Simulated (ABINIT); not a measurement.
Runs of ABINIT 10.8.3 (patched build) on I. The structure is orthorhombic, space group Cmce (No. 64). The conventional cell has a = 7.270 Å, b = 4.790 Å, c = 9.793 Å, α = 90.00°, β = 90.00°, γ = 90.00°. I (site symmetry m) has 1 I at 2.68 Å as nearest neighbours. 

| task | level | k mesh | gap on the mesh (eV) | pressure (GPa) | largest force (eV/Å) |
| --- | --- | --- | --- | --- | --- |
| single point | PBE | 4 × 4 × 2 | 1.29 | 2.0 | 0.99 |
| band structure | PW91 | 7 × 7 × 3 | 1.29 | 1.9 | 1.03 |
| band structure | revPBE | 7 × 7 × 3 | 1.35 | 3.0 | (a) |
| band structure | PBEsol | 7 × 7 × 3 | 1.26 | 0.3 | 0.92 |
| band structure | WC | 7 × 7 × 3 | 1.25 | 0.3 | 0.97 |
| band structure | BLYP | 7 × 7 × 3 | 1.29 | (b) | 1.26 |
| band structure | BP86 | 7 × 7 × 3 | 1.28 | 2.1 | 1.08 |
| band structure | RPBE | 7 × 7 × 3 | 1.36 | 3.3 | 0.97 |

Alike in all rows: potentials or basis JTH PAW PBE v2.0; no spin polarisation; cell as given; cutoff (eV) 408; smearing fermi-dirac 0.05 eV.

Problem. Estimate the missing entries.

Solution. (a) 0.98; (b) 4.1.

Caveats: spin-orbit coupling is left out, which moves the levels of the heavy elements; the PAW data sets were made with another functional, which shifts forces and pressure a little (some runs).

A k mesh can miss the band edges, and the runs leave out spin-orbit coupling on I.

Not every run made on this cell is shown here.
